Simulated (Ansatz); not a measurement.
Here is an unrelaxed guess for HfC.

```cif
data_structure
_symmetry_space_group_name_H-M 'P6_3mc'
_symmetry_Int_Tables_number 186
_cell_length_a 3.7080
_cell_length_b 3.7080
_cell_length_c 6.0490
_cell_angle_alpha 90.000
_cell_angle_beta 90.000
_cell_angle_gamma 120.000
_cell_volume 72.03
loop_
_atom_site_label
_atom_site_type_symbol
_atom_site_symmetry_multiplicity
_atom_site_Wyckoff_symbol
_atom_site_fract_x
_atom_site_fract_y
_atom_site_fract_z
_atom_site_occupancy
Hf1 Hf 2 b 0.66667 0.33333 0.49995 1
C1 C 2 b 0.66667 0.33333 0.87591 1
```

The calculation used DFT PBE, scalar-relativistic, plane waves, PAW (Ansatz 0.2.0). Cutoff 420 eV; k points 6×6×4 on the computed 4-atom cell (Γ-centred); Gaussian smearing, width 0.10 eV; no spin polarisation.

Energies over the elements count from the elements' standard structures at the same level, with no fitted energy shifts.

Task: What does a single point on this coarse mesh give?

Result: The pressure is -15.8 GPa (the mean over three directions, positive in compression), the largest force is 0.34 eV/Å, and the energy is −0.29 eV/atom against the elements. The shortest distance is 2.27 Å.

Task: Is it a good guess?

Result: A rough one: relaxing gains about 0.37 eV/atom (the start's value is from the coarse mesh, so the gain is rough) in 22 ionic steps and ends at −0.65 eV/atom on the finer mesh. The symmetry goes from P6_3mc (No. 186) to P6_3/mmc (No. 194). The volume per atom shrinks by 17.2 %, from 18.0 to 14.9 Å³. The shortest distance goes from 2.27 Å (Hf–C) to 2.22 Å (Hf–C). Conventional cell: a = 3.854 Å, c = 4.637 Å. Hf has 5 C at 2.22–2.32 Å and 6 Hf at 3.21 Å; around C lie 5 Hf at 2.22–2.32 Å.

The last run used a 12×12×10 mesh (in the run's order of axes) for its 4-atom cell and Gaussian smearing of 0.10 eV. These runs have no spin–orbit coupling, which can matter for Hf. The reference form of C is held partly by dispersion forces, which this level lacks. The relaxation can't lower the symmetry of the start, and the grade says only how near the guess is to its own end. Symmetry constrained the relaxation, so the result can be a saddle point. Another cell of HfC relaxed alike, in Fm-3m (a cell as deposited in COD), lies 264 meV/atom lower, so this cell isn't the stable form at this level.
